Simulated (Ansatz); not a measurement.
**Moving the starting magnetic order in FeO**

It takes space group R-3m (No. 166, trigonal). The conventional cell has a = 3.038 Å, b = 3.038 Å, c = 7.559 Å, α = 90.00°, β = 90.00°, γ = 120.00°. Fe (site symmetry -3m) has 6 O at 2.16 Å as nearest neighbours. O (site symmetry -3m) is surrounded by 6 Fe at 2.16 Å.

Kept alike: task single point; functional PBE; k mesh 11 × 11 × 11; occupations fermi-dirac, width 0.05 eV. Program: Ansatz, Ansatz PAW, cutoff 420 eV. The mesh is that of the run's cell of 2 atoms. No spin-orbit coupling.

| starting magnetic order | largest site moment (μB) | moment of the cell (μB) | free energy over the lowest row (meV/atom) |
| --- | --- | --- | --- |
| fm | 3.45 | 4.00 | 0.00 |
| random | 3.45 | 4.00 | 0.00 |
| spin off | 0.00 | 0.00 | 712.69 |

For a metal such a mesh leaves the last digits unconverged. Moments of the cell are magnitudes, and a label names the start alone. The runs hold the magnetic state that their start led to, which needn't be the lowest. The row without spin has no moments by construction. Site moments count inside each atom's sphere or projector.

Problem. What does the starting magnetic order change here?

Solution. The largest site moment runs from 0.00 (spin off) to 3.45 μB (fm; random). The moment of the cell runs from 0.00 (spin off) to 4.00 μB (fm; random). The free energy is lowest at fm; random, and 712.69 meV an atom higher at spin off. Starts that end at one energy have found one state: fm; random.
